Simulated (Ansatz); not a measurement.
A free-standing 2H monolayer of MoTe₂, relaxed with r2SCAN, was run in Ansatz under altered settings. All numbers are computed, without spin polarisation but where a row says otherwise.

```
CELL_PARAMETERS angstrom
3.56136 0.00000 0.00000
-1.78068 3.08423 0.00000
0.00000 0.00000 31.53418
ATOMIC_POSITIONS crystal
Mo 0.33333 0.66667 0.28540
Te 0.66667 0.33333 0.34214
Te 0.66667 0.33333 0.22867
```
Two periodic directions, a and b.

The base run's other keys:
```yaml
crystal:
  periodic: [true, true, false]
kpoints:
  mp_grid: { grid: [6, 6, 1] }
hamiltonian:
  xc: hse06
scf:
  occupations: { method: fixed }
  n_extra_bands: 4
```

It takes 17 iterations with 6699 plane waves at 420 eV and 7 k points, and leaves a mean stress of -2.09 N/m. The gap over this mesh is 1.454 eV. It ran on 4 threads of Arm Neoverse N1, with other jobs on the host.

Outcomes, with energy and stress as changes against the base:

| setting | outcome | ΔF (meV/atom) | Δ mean stress (N/m) | gap on the mesh (eV) | iterations | wall time |
| --- | --- | --- | --- | --- | --- | --- |
| PBE hybrid, exx coeff 0.1, unscreened | converged | – | +1.4 | 1.465 | 16 | 120 s |
| PBE hybrid, exx coeff 0.15, unscreened | converged | – | +0.9 | 1.677 | 17 | 2 min |
| scf.occupations: methfessel_paxton 0.05 | converged | 0.0 | 0.0 | 1.454 | 18 | 2.1 min |

A dash marks a value that wasn't obtained or can't be compared. Stress is positive in compression. The base took 2.1 min.

- PBE hybrid, exx coeff 0.1, unscreened. That is 10 % exact exchange, at all ranges, against HSE06's 25 % screened at 0.208 1/Å. The mean stress moves by +1.4 N/m and the gap on the mesh by +0.011 eV (to 1.465). Totals of different functionals aren't comparable.
- PBE hybrid, exx coeff 0.15, unscreened. That is 15 % exact exchange, at all ranges, against HSE06's 25 % screened at 0.208 1/Å. The mean stress moves by +0.9 N/m and the gap on the mesh by +0.223 eV (to 1.677). Totals of different functionals aren't comparable.

Within 1 meV an atom, 0.1 N/m and 0.005 eV of the base stay: scf.occupations: methfessel_paxton 0.05.

Spin-orbit coupling is left out, which matters wherever the heavy atoms make up the band edges.

The program warns that its thresholds are loose for a hybrid's stress.

The meshes of the hybrids are coarse, so their gaps aren't converged to the digits shown.
